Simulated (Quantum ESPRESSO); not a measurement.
**FeCo (Wairauite) under changes of volume**

One of the cells (11.660 Å³/atom); the others are scaled copies at fixed shape and fractional positions:

```
Co Fe
1.0
     2.85700    0.00000    0.00000
     0.00000    2.85700    0.00000
     0.00000    0.00000    2.85700
Co Fe
1 1
Direct
  0.00000 0.00000 0.00000
  0.50000 0.50000 0.50000
```

```yaml
Program: Quantum ESPRESSO 7.5
Functional: PBE
Potentials_or_basis: SSSP 1.3 efficiency PBE
Cutoff: 871 eV
Density_cutoff: 10640 eV
k_mesh: 9 × 9 × 9
Occupations: fermi-dirac, width 0.05 eV
Spin: collinear spin, ferromagnetic start
Starting_moments: "[2.0, 3.0] μB"
```

```tsv
volume (Å³/atom)	energy over the lowest point (meV/atom)	pressure (GPa)	moment (μB per cell)
10.960	17.08	8.7	4.40
11.194	5.46	4.1	4.46
11.427	0.00	0.1	4.51
11.660	0.09	-3.5	4.56
11.893	5.25	-6.8	4.60
12.126	15.08	-9.8	4.63
12.360	?	?	?
```

Question: What does the run at 12.360 Å³/atom give?

Answer: Energy over the lowest point 29.14 meV/atom; pressure -12.5 GPa; moment 4.65 μB per cell.

Worked out: A Birch-Murnaghan fit of order 3 (a polynomial in V^(-2/3)) to the other rows has its minimum at 11.54 Å³/atom with B0 = V·E''(V) = 181 GPa and B' = 3.4. It gives 29.22 meV/atom at 12.360 Å³/atom, against the run's 29.14, and -dE/dV = -11.1 GPa, against -12.5. A parabola through the other rows of the moment, of slope 0.0972 μB per Å³/atom there, extrapolates to 4.66 μB, against the run's 4.65.

Energies are extrapolated to zero smearing.
